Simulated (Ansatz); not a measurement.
**Al2O3: relaxation of cell and atoms with LDA**

Al2O3:

```
CELL_PARAMETERS angstrom
4.61378 0.00000 0.00000
0.00000 9.56328 0.00000
0.00000 0.00000 3.11986
ATOMIC_POSITIONS crystal
Al 0.98298 0.82457 0.00000
Al 0.01702 0.17543 0.00000
Al 0.48297 0.67543 0.50000
Al 0.51702 0.32457 0.50000
O 0.50000 0.50000 0.50000
O 0.12363 0.75305 0.50000
O 0.37637 0.25305 0.00000
O 0.62364 0.74695 0.00000
O 0.00000 0.00000 0.00000
O 0.87636 0.24695 0.50000
```

Measurements of this composition are mostly on another form, of space group No. 167.

* Program: Ansatz 0.2.0
* Task: relaxation of cell and atoms
* Functional: LDA
* Potentials or basis: Ansatz PAW
* Cutoff: 420 eV (not typed: the program's choice for these potentials)
* k mesh: 5 × 3 × 7
* Occupations: fermi-dirac, width 0.05 eV
* Spin: no spin polarisation
* Target pressure: 30 GPa
* Target pressure (GPa): 30

```
Relaxed volume                                         : 9.76 Å³/atom
Relaxed cell                                           : a = 3.555 Å, b = 9.282 Å, c = 2.958 Å, α = 90.00°, β = 90.00°, γ = 90.00°
Space group after relaxing (to 0.05 Å)                 : Immm (No. 71)
Energy change on relaxing (the enthalpy is what falls) : +113.4 meV/atom
Ionic steps                                            : 18
Pressure after relaxing                                : 30.0 GPa
Band gap on the k mesh                                 : 4.82 eV, indirect (least direct gap 4.83 eV)
```

Step by step:
```tsv
step	energy change (eV)	largest force (eV/Å)	volume (Å³)
1	0.0000	0.2026	137.66
2	0.0515	0.1942	122.59
3	1.5590	1.0168	108.88
4	1.6339	1.1380	106.03
5	1.7516	1.1168	102.86
6	1.8364	0.7491	99.76
7	2.0727	1.0662	96.00
8	1.5490	0.6824	96.55
9	1.2376	0.4050	97.25
10	1.0414	0.0416	97.86
11	0.9175	0.1663	98.54
12	1.0053	0.0038	98.04
13	1.0509	0.0018	98.04
14	1.1314	0.0040	97.58
15	1.1280	0.0011	97.60
16	1.1304	0.0014	97.60
17	1.1336	0.0001	97.59
18	1.1337	0.0001	97.59
```

Final structure:
```xyz
10
Lattice="3.5548 0.0000 0.0000 0.0000 9.2819 0.0000 0.0000 0.0000 2.9576" Properties=species:S:1:pos:R:3 pbc="T T T"
Al    3.5547    7.6686    0.0000
Al    0.0000    1.6132    0.0000
Al    1.7774    6.2542    1.4788
Al    1.7774    3.0277    1.4788
O     1.7774    4.6409    1.4788
O     0.0000    6.6638    1.4788
O     1.7774    2.0229    0.0000
O     1.7774    7.2590    0.0000
O     0.0000    0.0000    0.0000
O     3.5548    2.6180    1.4788
```

Levels at points of the mesh, in eV from the valence-band top:
```csv
k point,band 22,band 23,band 24,band 25,band 26,band 27
"(0.00, 0.00, 0.00)",-0.42,-0.07,-0.01,4.82,6.86,7.52
```

Run time: 40 s on 4 threads of Arm Neoverse V1 (shared host), peak memory 0.47 GiB.

Caveat: the volume moved by over 15 % at a fixed basis, so the end points are rough; odd divisions of the mesh miss points on the zone boundary, where band edges often lie, so the gap on the mesh can be too wide; the plane-wave basis is chosen anew once the cell has moved, so the energies of steps on either side of that aren't comparable; the pressure holds a Pulay correction of +1.0 GPa for the finite cutoff; the PAW data sets come from PBE, with cores solved anew for the run's functional, which leaves a small shift of forces and pressure. A k mesh can miss the band edges.
